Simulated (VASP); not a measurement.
# CdS (Hawleyite) (F-43m) in VASP: a series of runs, part 2 of 3

VASP 6.6.1.

### 3 Relaxation of cell and atoms, PBEsol

This run uses another cell than the first one, of 24.86 Å³/atom, 1.002 times its volume.

Input file INCAR:

```
PREC = Accurate
ENCUT = 600
EDIFF = 1E-7
ISMEAR = 0
SIGMA = 0.03
LREAL = False
LASPH = True
NELM = 80
ALGO = Normal
ISIF = 3
LWAVE = False
LCHARG = False
GGA = PS
IBRION = 2
NSW = 90
EDIFFG = -0.005
```

Input file KPOINTS:

```
Automatic mesh
0
Gamma
  8 8 8
```

Input file POSCAR:

```
CdS                                     
1.0
    0.0000000000      2.9184609125      2.9184609125
    2.9184609125      0.0000000000      2.9184609125
    2.9184609125      2.9184609125      0.0000000000
  Cd              S             
     1     1
Direct
     0.0000000000000000    1.0000000000000000    1.0000000000000000
     0.2500000000000000    0.2500000000000000    0.2500000000000000
```

Potentials or basis: VASP PAW PBE potentials, release 64 (Cd, S).

The run is started by

```bash
> cat potpaw_PBE.64/Cd/POTCAR potpaw_PBE.64/S/POTCAR > POTCAR
> mpirun -np 1 vasp_std > vasp.out
```

OUTCAR:

```text
PREC = Accurate
   ENCUT = 600
   EDIFF = 1E-7
   ISMEAR = 0
   LREAL = False
   LASPH = True
   NELM = 80
   ISIF = 3
   GGA = PS
   IBRION = 2
   NSW = 90
   EDIFFG = -0.005

 ion  position               nearest neighbor table
   1  0.000  0.000  0.000-   2 2.53   2 2.53   2 2.53   2 2.53
   2  0.250  0.250  0.250-   1 2.53   1 2.53   1 2.53   1 2.53

  LATTYP: Found a face centered cubic cell.
 ALAT       =     5.8369218250

  Lattice vectors:

 A1 = (   0.0000000000,   2.9184609125,   2.9184609125)
 A2 = (   2.9184609125,   0.0000000000,   2.9184609125)
 A3 = (   2.9184609125,   2.9184609125,   0.0000000000)

Analysis of symmetry for initial positions (statically):
=====================================================================
 Subroutine PRICEL returns:
 Original cell was already a primitive cell.

 Routine SETGRP: Setting up the symmetry group for a
 face centered cubic supercell.

 Subroutine GETGRP returns: Found 24 space group operations
 (whereof 24 operations were pure point group operations)
 out of a pool of 48 trial point group operations.

The static configuration has the point symmetry T_d .

Analysis of symmetry for dynamics (positions and initial velocities):
=====================================================================
 Subroutine PRICEL returns:
 Original cell was already a primitive cell.

 Routine SETGRP: Setting up the symmetry group for a
 face centered cubic supercell.

 Subroutine GETGRP returns: Found 24 space group operations
 (whereof 24 operations were pure point group operations)
 out of a pool of 48 trial point group operations.

The dynamic configuration has the point symmetry T_d .

 Subroutine INISYM returns: Found 24 space group operations
 (whereof 24 operations are pure point group operations),
 and found     1 'primitive' translations

----------------------------------------------------------------------------------------

                                     Primitive cell

  volume of cell :      49.7155

  direct lattice vectors                    reciprocal lattice vectors
     0.000000000  2.918460913  2.918460913    -0.171323179  0.171323179  0.171323179
     2.918460913  0.000000000  2.918460913     0.171323179 -0.171323179  0.171323179
     2.918460913  2.918460913  0.000000000     0.171323179  0.171323179 -0.171323179

  length of vectors
     4.127327004  4.127327004  4.127327004     0.296740450  0.296740450  0.296740450

  position of ions in fractional coordinates (direct lattice)
     0.000000000  0.000000000  0.000000000
     0.250000000  0.250000000  0.250000000

  ion indices of the primitive-cell ions
   primitive index   ion index
                 1           1
                 2           2

----------------------------------------------------------------------------------------

[... 112 lines left out ...]

 Free energy of the ion-electron system (eV)
  ---------------------------------------------------
  ext. energy  EPLUGINS =         0.00000000
  ---------------------------------------------------
  free energy    TOTEN  =        -6.81371576 eV

  energy without entropy =       -6.81371576  energy(sigma->0) =       -6.81371576

------------------------ aborting loop because EDIFF is reached ----------------------------------------

  FORCE on cell =-STRESS in cart. coord.  units (eV):
  Direction    XX          YY          ZZ          XY          YZ          ZX
  --------------------------------------------------------------------------------------
  -------------------------------------------------------------------------------------
  Total       -0.0117285     -0.0117285     -0.0117285      0.0000000     -0.0000000      0.0000000
  in kB       -0.3779726     -0.3779726     -0.3779726      0.0000000     -0.0000000      0.0000000
  external PRESSURE =      -0.3779726 kB  Pullay stress =       0.0000000 kB

 VOLUME and BASIS-vectors are now :
 -----------------------------------------------------------------------------
  energy-cutoff  :      600.00
  volume of cell :       49.72
      direct lattice vectors                 reciprocal lattice vectors
     0.000000000  2.918460913  2.918460913    -0.171323179  0.171323179  0.171323179
     2.918460913  0.000000000  2.918460913     0.171323179 -0.171323179  0.171323179
     2.918460913  2.918460913  0.000000000     0.171323179  0.171323179 -0.171323179

 POSITION                                       TOTAL-FORCE (eV/Angst)
 -----------------------------------------------------------------------------------
      0.00000      0.00000      0.00000        -0.000000     -0.000000     -0.000000
      1.45923      1.45923      1.45923         0.000000      0.000000      0.000000
 -----------------------------------------------------------------------------------
    total drift:                               -0.000000     -0.000000     -0.000000

  FREE ENERGIE OF THE ION-ELECTRON SYSTEM (eV)
  ---------------------------------------------------
  free  energy   TOTEN  =        -6.8137157566 eV

  energy  without entropy=       -6.8137157566  energy(sigma->0) =       -6.81371576

--------------------------------------- Ionic step        2  -------------------------------------------

 number of electron      17.9999999 magnetization

 Free energy of the ion-electron system (eV)
  ---------------------------------------------------
  ext. energy  EPLUGINS =         0.00000000
  ---------------------------------------------------
  free energy    TOTEN  =        -6.81371894 eV

  energy without entropy =       -6.81371894  energy(sigma->0) =       -6.81371894

 E-fermi :   1.3641     XC(G=0):  -9.3726

 val. band max:        1.2015037175   @ k =   0.0000   0.0000   0.0000
 cond. band min:       2.2075138464   @ k =   0.0000   0.0000   0.0000
 fundamental gap:      1.0060101289
 Fermi energy:         1.3641362345

 k-point     1 :       0.0000    0.0000    0.0000
  band No.  band energies     occupation
      1     -11.1756      2.00000
      2      -6.5235      2.00000
      3      -6.5235      2.00000
      4      -6.5235      2.00000
      5      -6.0370      2.00000
      6      -6.0370      2.00000
      7       1.2015      2.00000
      8       1.2015      2.00000
      9       1.2015      2.00000
     10       2.2075      0.00000
     11       7.6467      0.00000
     12       7.6467      0.00000
     13       7.6467      0.00000
[... 354 lines left out ...]
  band No.  band energies     occupation
      1     -10.6717      2.00000
      2      -6.3590      2.00000
      3      -6.3195      2.00000
      4      -6.0648      2.00000
      5      -6.0104      2.00000
      6      -5.5414      2.00000
      7      -2.9775      2.00000
      8      -0.7718      2.00000
      9      -0.0393      2.00000
     10       5.4887      0.00000
     11       6.8903      0.00000
     12       8.3200      0.00000
     13       9.4624      0.00000

 [... further k-points ...]

------------------------ aborting loop because EDIFF is reached ----------------------------------------

  FORCE on cell =-STRESS in cart. coord.  units (eV):
  Direction    XX          YY          ZZ          XY          YZ          ZX
  --------------------------------------------------------------------------------------
  -------------------------------------------------------------------------------------
  Total        0.0043425      0.0043425      0.0043425     -0.0000000      0.0000000      0.0000000
  in kB        0.1400658      0.1400658      0.1400658     -0.0000000      0.0000000      0.0000000
  external PRESSURE =       0.1400658 kB  Pullay stress =       0.0000000 kB

 VOLUME and BASIS-vectors are now :
 -----------------------------------------------------------------------------
  energy-cutoff  :      600.00
  volume of cell :       49.67
      direct lattice vectors                 reciprocal lattice vectors
    -0.000000000  2.917635262  2.917635262    -0.171371661  0.171371661  0.171371661
     2.917635262 -0.000000000  2.917635262     0.171371661 -0.171371661  0.171371661
     2.917635262  2.917635262  0.000000000     0.171371661  0.171371661 -0.171371661

 POSITION                                       TOTAL-FORCE (eV/Angst)
 -----------------------------------------------------------------------------------
      2.91764      5.83527      2.91764         0.000000      0.000000      0.000000
      1.45882      1.45882      1.45882        -0.000000     -0.000000     -0.000000
 -----------------------------------------------------------------------------------
    total drift:                               -0.000000     -0.000000     -0.000000

  FREE ENERGIE OF THE ION-ELECTRON SYSTEM (eV)
  ---------------------------------------------------
  free  energy   TOTEN  =        -6.8137189449 eV

  energy  without entropy=       -6.8137189449  energy(sigma->0) =       -6.81371894

 reached required accuracy - stopping structural energy minimisation
```

OSZICAR:

```text
N       E                     dE             d eps       ncg     rms          rms(c)
DAV:   1     0.117319772805E+03    0.11732E+03   -0.10075E+04   770   0.143E+03
DAV:   2    -0.190771491969E+01   -0.11923E+03   -0.11345E+03   849   0.309E+02
DAV:   3    -0.727238363974E+01   -0.53647E+01   -0.53477E+01   894   0.676E+01
[... 15 lines left out ...]
DAV:   2    -0.681372928103E+01    0.11209E-03   -0.27772E-04   829   0.279E-01    0.299E-02
DAV:   3    -0.681371856741E+01    0.10714E-04   -0.32084E-05   814   0.690E-02    0.247E-02
DAV:   4    -0.681371862392E+01   -0.56518E-07   -0.18464E-06   769   0.161E-02    0.487E-03
DAV:   5    -0.681371887760E+01   -0.25368E-06   -0.36100E-07   694   0.100E-02    0.152E-03
DAV:   6    -0.681371894488E+01   -0.67280E-07   -0.51985E-08   392   0.315E-03
   2 F= -.68137189E+01 E0= -.68137189E+01  d E =-.318825E-05
```

It took 40 s on 1 thread of AMD EPYC 7R13 (Zen 3), shared host; peak memory 0.19 GiB.

What came out:

```yaml
Free_energy: -6.8137 eV
Relaxed_volume: 24.84 Å³/atom
Relaxed_cell: a = 4.126 Å, b = 4.126 Å, c = 4.126 Å, α = 60.00°, β = 60.00°, γ = 60.00°
Space_group_after_relaxing_to_0.05_Å: F-43m (No. 216)
Energy_gained_by_relaxing: 0.0 meV/atom
Ionic_steps: 2
Pressure_after_relaxing: 0.0 GPa
Band_gap_on_the_k_mesh: 1.01 eV, direct
```

Final structure:
```xyz
2
Lattice="0.0000 2.9176 2.9176 2.9176 0.0000 2.9176 2.9176 2.9176 0.0000" Properties=species:S:1:pos:R:3 pbc="T T T"
Cd    2.9176    5.8353    2.9176
S     1.4588    1.4588    1.4588
```

Levels at points of the mesh, in eV from the valence-band top:
```tsv
k point	band 7	band 8	band 9	band 10	band 11	band 12
(0.00, 0.00, 0.00)	0.00	0.00	0.00	1.01	6.45	6.45
(0.50, 0.00, 0.00)	-4.47	-0.76	-0.76	2.89	6.91	6.91
(0.50, 0.50, 0.00)	-4.01	-1.91	-1.91	3.39	4.25	9.07
```

Caveat: the PAW data sets were made with another functional, which shifts forces and pressure a little. A hybrid or GW would open this gap; PBEsol tends to underestimate it.

### 4 Relaxation of cell and atoms, PBEsol

Input file INCAR:

```
ALGO = Normal
EDIFF = 1E-6
EDIFFG = -0.01
ENCUT = 600
GGA = PS
IBRION = 2
ISIF = 3
ISMEAR = 0
LASPH = T
LCHARG = F
LREAL = F
LWAVE = F
NELM = 80
NSW = 90
PREC = Accurate
SIGMA = 0.03
```

Input file KPOINTS:

```
k-points
0
Gamma
  8 8 8
```

Input file POSCAR:

```
CdS
1.0
    0.0000000000      2.9165000000      2.9165000000
    2.9165000000      0.0000000000      2.9165000000
    2.9165000000      2.9165000000      0.0000000000
Cd S
1 1
Direct
    0.0000000000      0.0000000000      0.0000000000
    0.2500000000      0.2500000000      0.2500000000
```

The run is started by

```bash
> cat potpaw_PBE.64/Cd/POTCAR potpaw_PBE.64/S/POTCAR > POTCAR
> mpirun -np 1 vasp_std > vasp.out
```

Wall time 37 s (1 thread of Intel Xeon Platinum 8259CL at 2.50GHz (Skylake/Cascade Lake), shared host); peak memory 0.22 GiB.

Results (log left out):

| Item | Value |
| --- | --- |
| Free energy | -6.8137 eV |
| Relaxed volume | 24.86 Å³/atom |
| Relaxed cell | a = 4.127 Å, b = 4.127 Å, c = 4.127 Å, α = 60.00°, β = 60.00°, γ = 60.00° |
| Space group after relaxing (to 0.05 Å) | F-43m (No. 216) |
| Energy gained by relaxing | 0.0 meV/atom |
| Ionic steps | 2 |
| Pressure after relaxing | 0.0 GPa |
| Band gap on the k mesh | 1.00 eV, direct |

Final structure:
```cif
data_structure
_symmetry_space_group_name_H-M 'P 1'
_symmetry_Int_Tables_number 1
_cell_length_a 4.1273
_cell_length_b 4.1273
_cell_length_c 4.1273
_cell_angle_alpha 60.000
_cell_angle_beta 60.000
_cell_angle_gamma 60.000
_cell_volume 49.72
loop_
_atom_site_label
_atom_site_type_symbol
_atom_site_fract_x
_atom_site_fract_y
_atom_site_fract_z
_atom_site_occupancy
Cd1 Cd 0.00000 0.00000 0.00000 1
S1 S 0.25000 0.25000 0.25000 1
```

Levels at points of the mesh, in eV from the valence-band top:
```
           k point  band 7  band 8  band 9  band 10  band 11  band 12
(0.00, 0.00, 0.00)    0.00    0.00    0.00     1.00     6.45     6.45
(0.50, 0.00, 0.00)   -4.47   -0.76   -0.76     2.89     6.91     6.91
(0.50, 0.50, 0.00)   -4.01   -1.91   -1.91     3.40     4.25     9.07
```

Caveat: the PAW data sets were made with another functional, which shifts forces and pressure a little.

(Part 2 of 3 ends here.)
